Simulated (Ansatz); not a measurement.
Cl under strains and displacements

Level of theory: Ansatz 0.2.0, DFT PBEsol, scalar-relativistic, plane waves, PAW.

Cutoff 420 eV; k points 8×8×4 on the computed 4-atom cell (Γ-centred); Gaussian smearing, width 0.02 eV; no spin polarisation.

Reference cell:

```xyz
4
Lattice="3.1200 -2.2400 0.0000 3.1200 2.2400 0.0000 0.0000 0.0000 8.2600" Properties=species:S:1:pos:R:3 pbc="T T T"
Cl    3.1200    1.6576    0.8260
Cl    3.1200   -0.5824    3.3040
Cl    3.1200   -1.6576    7.4340
Cl    3.1200    0.5824    4.9560
```

Each variant moves atoms of this cell by the vectors given, if any (Å), and then applies a symmetric strain (tensor components, Cartesian axes). The reference cell isn't relaxed at this level. Energies are per atom at zero smearing, counted from the lowest variant. Pressure is positive in compression.

1. strain (xx yy zz yz xz xy, %) -0.06 2.70 -0.55 0.00 0.00 0.00; moves: Cl1 (0.000, -0.086, -0.051); Cl2 (0.000, -0.086, 0.051); Cl3 (0.000, 0.086, 0.051); Cl4 (0.000, 0.086, -0.051)
2. strain (xx yy zz yz xz xy, %) -2.53 1.36 1.83 2.02 1.36 3.00; moves: Cl1 (-0.011, 0.035, -0.009); Cl2 (-0.007, 0.002, 0.002); Cl3 (0.010, -0.044, 0.003); Cl4 (0.007, 0.007, 0.005)
3. strain (xx yy zz yz xz xy, %) 0.28 2.55 10.42 0.00 0.00 0.00; moves: Cl1 (0.000, 0.188, 0.164); Cl2 (0.000, 0.188, -0.164); Cl3 (0.000, -0.188, -0.164); Cl4 (0.000, -0.188, 0.164)
4. strain (xx yy zz yz xz xy, %) -1.94 1.76 -3.54 0.46 -2.92 -1.21; moves: Cl1 (-0.017, 0.066, 0.011); Cl2 (-0.017, -0.051, 0.001); Cl3 (-0.014, -0.042, 0.023); Cl4 (0.048, 0.028, -0.035)
5. strain (xx yy zz yz xz xy, %) 0.62 0.11 9.36 0.00 0.00 0.00; moves: Cl1 (0.000, -0.072, 0.132); Cl2 (0.000, -0.072, -0.132); Cl3 (0.000, 0.072, -0.132); Cl4 (0.000, 0.072, 0.132)
6. no strain; moves: Cl3 (0.275, 0.243, -0.077)

```
variant  ΔE (meV/atom) P (GPa) largest force (eV/Å) gap on mesh (eV) space group
      1              ?        ?                     ?                 ?            ?
      2            3.1    -1.06                  1.34              1.92           P1
      3          271.3    -6.11                  2.36              0.61         Cmce
      4            0.0     1.76                  2.25              2.39           P1
      5          435.1    -7.19                  2.18              0.59         Cmce
      6              ?        ?                     ?                 ?            ?
```

Task: Give the withheld rows.

Result:
```tsv
variant	ΔE (meV/atom)	P (GPa)	largest force (eV/Å)	gap on mesh (eV)	space group
1	4.7	-2.26	0.97	2.10	Cmce
6	65.1	-3.29	2.18	1.35	P1
```

Each cell of Cl holds molecules, and where no dispersion correction was added their binding is poorly described.